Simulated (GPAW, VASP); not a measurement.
This is a calculation of ZnSe (Stilleite) for GPAW 26.7.0 (ASE script). 

File run.py:

```python
from ase.dft.bandgap import bandgap
from ase.io import read, write
from ase.units import GPa
from gpaw import GPAW, PW

atoms = read('ZnSe.xyz')

calc = GPAW(mode=PW(600),
            xc='PBE',
            kpts={'size': (8, 8, 8), 'gamma': True},
            occupations={'name': 'methfessel-paxton', 'order': 0, 'width': 0.028000000000000004},
            nbands=18,
            convergence={'density': 1e-05, 'energy': 1e-05},
            maxiter=150,
            txt='gpaw.txt')
atoms.calc = calc
energy = atoms.get_potential_energy()
forces = atoms.get_forces()
stress = atoms.get_stress()
calc.write('gs.gpw')
write('result.traj', atoms)
print(f'Energy: {energy:.6f} eV')
print('Forces (eV/A):')
print(forces.round(4))
print('Stress (GPa):', (stress / GPa).round(3))
print('Fermi level:', round(calc.get_fermi_level(), 4), 'eV')
print(f'Gap: {bandgap(calc)[0]:.4f} eV, direct: {bandgap(calc, direct=True)[0]:.4f} eV')
```

The input ZnSe.xyz:

```xyz
2
Lattice="0.0000000000 2.8338000000 2.8338000000 2.8338000000 0.0000000000 2.8338000000 2.8338000000 2.8338000000 0.0000000000" Properties=species:S:1:pos:R:3 pbc="T T T"
Se     4.2507000000      4.2507000000      4.2507000000
Zn     0.0000000000      0.0000000000      0.0000000000
```

Potentials or basis: GPAW PAW data sets (gpaw-data 1.2.1), pw.

The run is started by

```sh
$ OMP_NUM_THREADS=1 python run.py
```

Problem. What does the same run look like in VASP 6.6.1? Potentials or basis there: PBE PAW files Se, Zn, 520 eV.

Solution. As run (cutoffs and basis follow the program's own potentials, and thresholds, step limits or extra output files can differ):

The input INCAR:

```
  PREC = Accurate
  ENCUT = 520
  EDIFF = 1E-6
  ISMEAR = 0
  SIGMA = 0.028000000000000004
  LREAL = False
  LASPH = True
  NELM = 100
  ALGO = Normal
  ISIF = 2
  LWAVE = False
  LCHARG = False
  GGA = PE
```

KPOINTS

```
regular mesh
0
Gamma
  8 8 8
```

POSCAR

```
ZnSe
1.0
    0.0000000000      2.8338000000      2.8338000000
    2.8338000000      0.0000000000      2.8338000000
    2.8338000000      2.8338000000      0.0000000000
Se Zn
1 1
Direct
    0.7500000000      0.7500000000      0.7500000000
    0.0000000000      0.0000000000      0.0000000000
```

Potentials or basis: VASP PAW PBE potentials, release 64 (Se, Zn).

The run is started by

```console
$ cat potpaw_PBE.64/Se/POTCAR potpaw_PBE.64/Zn/POTCAR > POTCAR
$ mpirun -np 1 vasp_std > vasp.out
```

Both were run:

|  | GPAW | VASP |
| --- | --- | --- |
| Pressure | 2.1 GPa | 2.4 GPa |

Pressure is positive in compression.
